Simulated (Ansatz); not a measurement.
## Structural energy differences of tin

Level of theory: DFT, LDA (PW92), plane waves (420 eV) with PAW, scalar-relativistic in Ansatz. (PAW data from PBE, frozen cores regenerated.)

Each structure is relaxed within its own symmetry, so a high-lying one may be dynamically unstable.

```json
{"structure": "beta-Sn (white tin)", "ΔE (meV/atom)": "0", "V (Å³/atom)": "26.20", "cell": "a = 5.799 Å, c = 3.116 Å (c/a = 0.537)", "magnetic state": "spin not included"}
{"structure": "alpha-Sn (diamond)", "ΔE (meV/atom)": "20", "V (Å³/atom)": "33.95", "cell": "a = 6.476 Å", "magnetic state": "spin not included"}
{"structure": "simple cubic", "ΔE (meV/atom)": "36", "V (Å³/atom)": "27.04", "cell": "a = 3.001 Å", "magnetic state": "spin not included"}
{"structure": "hcp", "ΔE (meV/atom)": "40", "V (Å³/atom)": "25.57", "cell": "a = 3.286 Å, c = 5.468 Å (c/a = 1.664)", "magnetic state": "spin not included"}
{"structure": "dhcp", "ΔE (meV/atom)": "41", "V (Å³/atom)": "25.69", "cell": "a = 3.299 Å, c = 10.906 Å (c/a = 3.306)", "magnetic state": "spin not included"}
{"structure": "omega (AlB2-type)", "ΔE (meV/atom)": "42", "V (Å³/atom)": "25.66", "cell": "a = 5.266 Å, c = 3.206 Å (c/a = 0.609)", "magnetic state": "spin not included"}
{"structure": "fcc", "ΔE (meV/atom)": "45", "V (Å³/atom)": "25.87", "cell": "a = 4.695 Å", "magnetic state": "spin not included"}
{"structure": "bcc", "ΔE (meV/atom)": "47", "V (Å³/atom)": "25.42", "cell": "a = 3.704 Å", "magnetic state": "spin not included"}
{"structure": "A15", "ΔE (meV/atom)": "116", "V (Å³/atom)": "26.43", "cell": "a = 5.957 Å", "magnetic state": "spin not included"}
```

ΔE counts from beta-Sn (white tin).

Differences under about 8 meV lie within the error of the k-point mesh.
